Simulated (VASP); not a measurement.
# NaF (Villiaumite) (Fm-3m) in VASP: a series of runs

Runs on NaF (Villiaumite). Level: r2SCAN. Tasks: single point.

Program: VASP 6.6.1. These are calculated values, not measurements. Logs are shortened: lines on timing, memory, paths and dates and some standing lists are left out, and cuts for length are marked.

### Step 1. The crystal as given

It takes space group Fm-3m (No. 225, cubic). The conventional cell has a = 4.640 Å, b = 4.640 Å, c = 4.640 Å, α = 90.00°, β = 90.00°, γ = 90.00°. Around Na (site symmetry m-3m) lie 6 F at 2.32 Å. F (site symmetry m-3m) has 6 Na at 2.32 Å as nearest neighbours.

### Step 2. Single point, r2SCAN

File INCAR:

```
PREC     = Accurate       # precision mode
ENCUT    = 450            # plane-wave cutoff, eV
EDIFF    = 1E-6           # SCF threshold, eV
ISMEAR   = 0              # smearing method
SIGMA    = 0.05           # smearing width, eV
LREAL    = F              # projectors in reciprocal space
LASPH    = T              # aspherical terms in the spheres
NELM     = 100            # most SCF steps
ALGO     = Normal         # electronic algorithm
ISIF     = 2              # what is computed and relaxed
LWAVE    = F              # write WAVECAR
LCHARG   = F              # write CHGCAR
METAGGA  = R2SCAN         # meta-GGA
LMIXTAU  = T            
ADDGRID  = F
```

File KPOINTS:

```
Automatic mesh
0
Gamma
  5 5 5
```

File POSCAR:

```
NaF
1.0
    0.0000000000      2.3200000000      2.3200000000
    2.3200000000      0.0000000000      2.3200000000
    2.3200000000      2.3200000000      0.0000000000
Na F
1 1
Direct
    0.0258840000     -0.0367460000      0.0017760000
    0.4822430000      0.5377660000      0.4799550000
```

Potentials or basis: VASP PAW PBE potentials, release 64 (Na_pv, F).

Launch:

```console
> cat potpaw_PBE.64/Na_pv/POTCAR potpaw_PBE.64/F/POTCAR > POTCAR
> mpirun -np 1 vasp_std > vasp.out
```

OUTCAR:

```text
PREC = Accurate
   ENCUT = 450
   EDIFF = 1E-6
   ISMEAR = 0
   LREAL = F
   LASPH = T
   NELM = 100
   ISIF = 2
   METAGGA = R2SCAN

 Found     63 irreducible k-points:

 Following reciprocal coordinates:
            Coordinates               Weight
  0.000000  0.000000  0.000000      1.000000
  0.200000  0.000000  0.000000      2.000000
  0.000000  0.200000  0.000000      2.000000
  0.000000  0.000000  0.200000      2.000000
  0.200000  0.200000  0.200000      2.000000
  0.400000  0.000000  0.000000      2.000000
   k-points           NKPTS =     63   k-points in BZ     NKDIM =     63   number of bands    NBANDS=     11
   number of dos      NEDOS =    301   number of ions     NIONS =      2
   total plane-waves  NPLWV =  13824
   dimension x,y,z NGX =    24 NGY =   24 NGZ =   24
   dimension x,y,z NGXF=    48 NGYF=   48 NGZF=   48
   ions per type =               1   1
   NGX,Y,Z   is equivalent  to a cutoff of  12.16, 12.16, 12.16 a.u.
   NGXF,Y,Z  is equivalent  to a cutoff of  24.32, 24.32, 24.32 a.u.
 SYSTEM =  unknown system
   PREC   = accura    normal or accurate (medium, high low for compatibility)
   ISTART =      0    job   : 0-new  1-cont  2-samecut
   ICHARG =      2    charge: 1-file 2-atom 10-const
   ISPIN  =      1    spin polarized calculation?
   LNONCOLLINEAR =      F non collinear calculations
   LSORBIT =      F    spin-orbit coupling
   LASPH  =      T    aspherical Exc in radial PAW
   ENCUT  =  450.0 eV  33.07 Ry    5.75 a.u.   5.67  5.67  5.67*2*pi/ulx,y,z
   NELM   =    100;   NELMIN=  2; NELMDL= -5     # of ELM steps
   EDIFF  = 0.1E-05   stopping-criterion for ELM
   LREAL  =      F    real-space projection
   EDIFFG = 0.1E-04   stopping-criterion for IOM
   NSW    =      0    number of steps for IOM
   IBRION =     -1    ionic relax: 0-MD 1-quasi-New 2-CG
   NFREE  =      0    steps in history (QN), initial steepest desc. (CG)
   ISIF   =      2    stress and relaxation
   ISYM   =      2    0-nonsym 1-usesym 2-fastsym
   POTIM  = 0.5000    time-step for ionic-motion
   TEBEG  =    0.0;   TEEND  =   0.0 temperature during run
   PSTRESS=    0.0 pullay stress
   NELECT =      14.0000    total number of electrons
   NUPDOWN=      -1.0000    fix difference up-down
   EMIN   =  10.00;   EMAX   =-10.00  energy-range for DOS
   EFERMI =   0.00;   METHOD = LEGACY
   ISMEAR =     0;   SIGMA  =   0.05  broadening in eV -4-tet -1-fermi 0-gaus
   EFERMI_NEDOS =   21; number of points for ismear=-14 and -15
   IALGO  =     38    algorithm
   IMIX   =      4    mixing-type and parameters
     AMIX     =   0.40;   BMIX     =  1.00
     AMIX_MAG =   1.60;   BMIX_MAG =  1.00
  volume/ion in A,a.u.               =      12.49        84.27
  Fermi-wavevector in a.u.,A,eV,Ry     =   1.349852  2.550851 24.791186  1.822101
  Thomas-Fermi vector in A             =   2.477405
   LORBIT       =      0    0 simple, 1 ext, 2 COOP (PROOUT), +10 PAW based schemes
   METAGGA = R2SCAN    functional components
   LHFCALC =     F    Hartree Fock is set to
   AEXX    =    0.0000 exact exchange contribution
   IVDW    =     0    specifies the selected vdW correction
   LEPSILON=     F    determine dielectric tensor
   LRPA    =     F    only Hartree local field effects (RPA)
 non-spin polarized calculation
 Gauss-broadening in eV      SIGMA  =   0.05
  energy-cutoff  :      450.00
  volume of cell :       24.97
 maximum number of plane-waves:       552
   NGX = 11   NGY = 11   NGZ = 11

 number of electron      13.9999988 magnetization

 Free energy of the ion-electron system (eV)
  ---------------------------------------------------
  ext. energy  EPLUGINS =         0.00000000
  ---------------------------------------------------
  free energy    TOTEN  =       -12.55387548 eV

  energy without entropy =      -12.55387548  energy(sigma->0) =      -12.55387548

 E-fermi :  -2.4845     XC(G=0):  -9.7391

 val. band max:       -2.7564299083   @ k =   0.0000   0.0000   0.0000
 cond. band min:       4.3875281322   @ k =   0.0000   0.0000   0.0000
 fundamental gap:      7.1439580405
 Fermi energy:        -2.4844981881

 k-point     1 :       0.0000    0.0000    0.0000
  band No.  band energies     occupation
      1     -23.0805      2.00000
      2     -22.2217      2.00000
      3     -22.2209      2.00000
      4     -22.1824      2.00000
      5      -2.7717      2.00000
      6      -2.7680      2.00000
      7      -2.7564      2.00000
      8       4.3875      0.00000
      9      17.0289      0.00000
     10      17.0978      0.00000
     11      17.2212      0.00000

 k-point     2 :       0.2000    0.0000    0.0000
  band No.  band energies     occupation
      1     -23.2384      2.00000
      2     -22.2312      2.00000
      3     -22.2251      2.00000
      4     -21.9765      2.00000
      5      -3.3792      2.00000
      6      -2.8585      2.00000
      7      -2.8403      2.00000
      8       5.6552      0.00000
      9      13.9670      0.00000
     10      17.6009      0.00000
     11      17.7654      0.00000

 k-point     3 :       0.0000    0.2000    0.0000
  band No.  band energies     occupation
      1     -23.2256      2.00000
      2     -22.2259      2.00000
      3     -22.2248      2.00000
      4     -21.9950      2.00000
      5      -3.3735      2.00000
      6      -2.8617      2.00000
      7      -2.8571      2.00000
      8       5.6635      0.00000
      9      14.0278      0.00000
     10      17.6523      0.00000
     11      17.7205      0.00000

 k-point     4 :       0.0000    0.0000    0.2000
  band No.  band energies     occupation
      1     -23.2439      2.00000
      2     -22.2329      2.00000
      3     -22.2259      2.00000
      4     -21.9687      2.00000
      5      -3.3809      2.00000
      6      -2.8547      2.00000
      7      -2.8368      2.00000
      8       5.6519      0.00000
      9      13.9430      0.00000
     10      17.6202      0.00000
     11      17.7442      0.00000

 k-point     5 :       0.2000    0.2000    0.2000
  band No.  band energies     occupation
      1     -23.2455      2.00000
      2     -22.2333      2.00000
      3     -22.2255      2.00000
      4     -21.9669      2.00000
      5      -3.3814      2.00000
      6      -2.8535      2.00000
      7      -2.8360      2.00000
      8       5.6512      0.00000
      9      13.9366      0.00000
     10      17.6300      0.00000
     11      17.7337      0.00000

 k-point     6 :       0.4000    0.0000    0.0000
  band No.  band energies     occupation
      1     -23.4166      2.00000
      2     -22.2367      2.00000
      3     -22.2317      2.00000
      4     -21.7261      2.00000
      5      -4.1662      2.00000
      6      -2.9959      2.00000
      7      -2.9746      2.00000
      8       8.1182      0.00000
      9      11.2721      0.00000
     10      18.2989      0.00000
     11      18.4957      0.00000

 [... further k-points ...]

------------------------ aborting loop because EDIFF is reached ----------------------------------------

  FORCE on cell =-STRESS in cart. coord.  units (eV):
  Direction    XX          YY          ZZ          XY          YZ          ZX
  --------------------------------------------------------------------------------------
  -------------------------------------------------------------------------------------
  Total       -0.3907891     -0.2176768     -0.5695876      0.0776658      0.0391552     -0.0388145
  in kB      -25.0702717    -13.9646112    -36.5407225      4.9824908      2.5119193     -2.4900647
  external PRESSURE =     -25.1918685 kB  Pullay stress =       0.0000000 kB

 VOLUME and BASIS-vectors are now :
 -----------------------------------------------------------------------------
  energy-cutoff  :      450.00
  volume of cell :       24.97
      direct lattice vectors                 reciprocal lattice vectors
     0.000000000  2.320000000  2.320000000    -0.215517241  0.215517241  0.215517241
     2.320000000  0.000000000  2.320000000     0.215517241 -0.215517241  0.215517241
     2.320000000  2.320000000  0.000000000     0.215517241  0.215517241 -0.215517241

 POSITION                                       TOTAL-FORCE (eV/Angst)
 -----------------------------------------------------------------------------------
      2.23887      0.06417      2.29480         0.278259     -0.384871      0.151279
      2.36111      2.23230      2.36642        -0.278259      0.384871     -0.151279
 -----------------------------------------------------------------------------------
    total drift:                               -0.016709     -0.006030     -0.001281

  FREE ENERGIE OF THE ION-ELECTRON SYSTEM (eV)
  ---------------------------------------------------
  free  energy   TOTEN  =       -12.5538754798 eV

  energy  without entropy=      -12.5538754798  energy(sigma->0) =      -12.55387548
```

It took 43 s on 1 thread of Intel Xeon Platinum 8488C (Sapphire Rapids), shared host; peak memory 0.14 GiB.

These settings aren't checked as converged: the numbers below hold their error.

What came out:

```yaml
Free_energy: -12.5539 eV
Largest_force: 0.498 eV/Å
Band_gap_on_the_k_mesh: 7.14 eV, direct
```

Caveat: the k mesh is coarse (spacing up to 0.47 Å⁻¹), so the values aren't converged; the cutoff is under 1.25 times the usual one of these potentials, so pressure, stress and relaxed cells hold a basis-set (Pulay) error; the PAW data sets were made with another functional, which shifts forces and pressure a little.

### Step 3. Single point, r2SCAN

INCAR, as its differences from that of step 2:

```diff
@@ -4,3 +4,3 @@
 ISMEAR   = 0              # smearing method
-SIGMA    = 0.05           # smearing width, eV
+SIGMA    = 0.5            # smearing width, eV
 LREAL    = F              # projectors in reciprocal space
```

KPOINTS is that of step 2.

File POSCAR:

```
NaF
1.0
    0.0000000000      2.3200000000      2.3200000000
    2.3200000000      0.0000000000      2.3200000000
    2.3200000000      2.3200000000      0.0000000000
Na F
1 1
Direct
    0.0000000000      0.0000000000      0.0000000000
    0.5000000000      0.5000000000      0.5000000000
```

Potentials or basis: VASP PAW PBE potentials, release 64 (Na_pv, F).

Launch:

```console
> cat potpaw_PBE.64/Na_pv/POTCAR potpaw_PBE.64/F/POTCAR > POTCAR
> mpirun -np 1 vasp_std > vasp.out
```

Wall time 13 s (1 thread of Intel Xeon Platinum 8488C (Sapphire Rapids), shared host); peak memory 0.13 GiB.

These settings aren't checked as converged: the numbers below hold their error.

Results:

```yaml
Free_energy: -12.6028 eV
Band_gap_on_the_k_mesh: 7.15 eV, direct
```

Caveat: the k mesh is coarse (spacing up to 0.47 Å⁻¹), so the values aren't converged; the cutoff is under 1.25 times the usual one of these potentials, so pressure, stress and relaxed cells hold a basis-set (Pulay) error; the PAW data sets were made with another functional, which shifts forces and pressure a little.

### Step 4. Single point, r2SCAN

INCAR is that of step 3.

KPOINTS is that of step 3.

File POSCAR:

```
NaF
1.0
    0.0000000000      2.3200000000      2.3200000000
    2.3200000000      0.0000000000      2.3200000000
    2.3200000000      2.3200000000      0.0000000000
Na F
1 1
Direct
    0.0258840000     -0.0367460000      0.0017760000
    0.4822430000      0.5377660000      0.4799550000
```

Launch:

```console
> cat potpaw_PBE.64/Na_pv/POTCAR potpaw_PBE.64/F/POTCAR > POTCAR
> mpirun -np 1 vasp_std > vasp.out
```

Run time: 50 s. Hardware: 1 thread of Intel Xeon Platinum 8488C (Sapphire Rapids), shared host; peak memory 0.14 GiB.

The run converged, but some of its settings lie outside the range that counts as converged, so its numbers aren't taken as properties of the crystal.

What came out:

| Item | Value |
| --- | --- |
| Free energy | -12.5539 eV |
| Largest force | 0.498 eV/Å |
| Band gap on the k mesh | 7.14 eV, direct |

Caveat: the k mesh is coarse (spacing up to 0.47 Å⁻¹), so the values aren't converged; the cutoff is under 1.25 times the usual one of these potentials, so pressure, stress and relaxed cells hold a basis-set (Pulay) error; the PAW data sets were made with another functional, which shifts forces and pressure a little.

### Step 5. Single point, r2SCAN

INCAR, as its differences from that of step 4:

```diff
@@ -4,3 +4,3 @@
 ISMEAR   = 0              # smearing method
-SIGMA    = 0.5            # smearing width, eV
+SIGMA    = 0.2            # smearing width, eV
 LREAL    = F              # projectors in reciprocal space
```

KPOINTS is that of step 4.

File POSCAR:

```
NaF
1.0
    0.0000000000      2.3200000000      2.3200000000
    2.3200000000      0.0000000000      2.3200000000
    2.3200000000      2.3200000000      0.0000000000
Na F
1 1
Direct
    0.0000000000      0.0000000000      0.0000000000
    0.5000000000      0.5000000000      0.5000000000
```

Launch:

```console
> cat potpaw_PBE.64/Na_pv/POTCAR potpaw_PBE.64/F/POTCAR > POTCAR
> mpirun -np 1 vasp_std > vasp.out
```

Run time: 15 s. Hardware: 1 thread of Intel Xeon Platinum 8488C (Sapphire Rapids), shared host; peak memory 0.13 GiB.

These settings aren't checked as converged: the numbers below hold their error.

Results:

| Item | Value |
| --- | --- |
| Free energy | -12.6028 eV |
| Band gap on the k mesh | 7.15 eV, direct |

Caveat: the k mesh is coarse (spacing up to 0.47 Å⁻¹), so the values aren't converged; the cutoff is under 1.25 times the usual one of these potentials, so pressure, stress and relaxed cells hold a basis-set (Pulay) error; the PAW data sets were made with another functional, which shifts forces and pressure a little.
